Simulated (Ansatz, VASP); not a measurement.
BN: VASP beside Ansatz

```xyz
2
Lattice="1.2511 0.7223 3.3729 -1.2511 0.7223 3.3729 0.0000 -1.4447 3.3729" Properties=species:S:1:pos:R:3 pbc="T T T"
N     0.0000    0.0000    6.7517
B     0.0000    0.0000    0.0033
```

The cell is a database's computed one.

Alike in both runs: task relaxation of cell and atoms; functional revPBE; dispersion D4; k mesh 12 × 12 × 12; occupations fermi-dirac, width 0.05 eV; no spin polarisation.

|  | VASP | Ansatz |
| --- | --- | --- |
| version | VASP 6.6.1 | Ansatz 0.2.0 |
| potentials or method | VASP PAW PBE potentials, release 64 (N, B) | Ansatz PAW |
| plane-wave cutoff (eV) | 600 | 420 |
| valence electrons in the cell | 8 | 8 |

VASP gave:

```
gap on the k mesh at the Fermi level, each at its own relaxed structure (eV) : 4.02
relaxed volume (Å³/atom)                                                     : 8.23
relaxed cell length with the largest relative difference (Å)                 : 3.353
energy change over the relaxation (meV/atom)                                 : -13
```

Problem. Which values does Ansatz return?

Solution. gap on the k mesh at the Fermi level, each at its own relaxed structure (eV): 4.04; relaxed volume (Å³/atom): 8.25; relaxed cell length with the largest relative difference (Å): 3.359; energy change over the relaxation (meV/atom): -12.

Caveats: the PAW data sets were made with another functional, which shifts forces and pressure a little (VASP); the plane-wave basis is chosen anew once the cell has moved, so the energies of steps on either side of that aren't comparable (Ansatz); the pressure holds a Pulay correction of +0.6 GPa for the finite cutoff (Ansatz); the PAW data sets come from PBE, with cores solved anew for the run's functional, which leaves a small shift of forces and pressure (Ansatz). A k mesh can miss the band edges. As with any semilocal functional, this revPBE gap is likely too small.
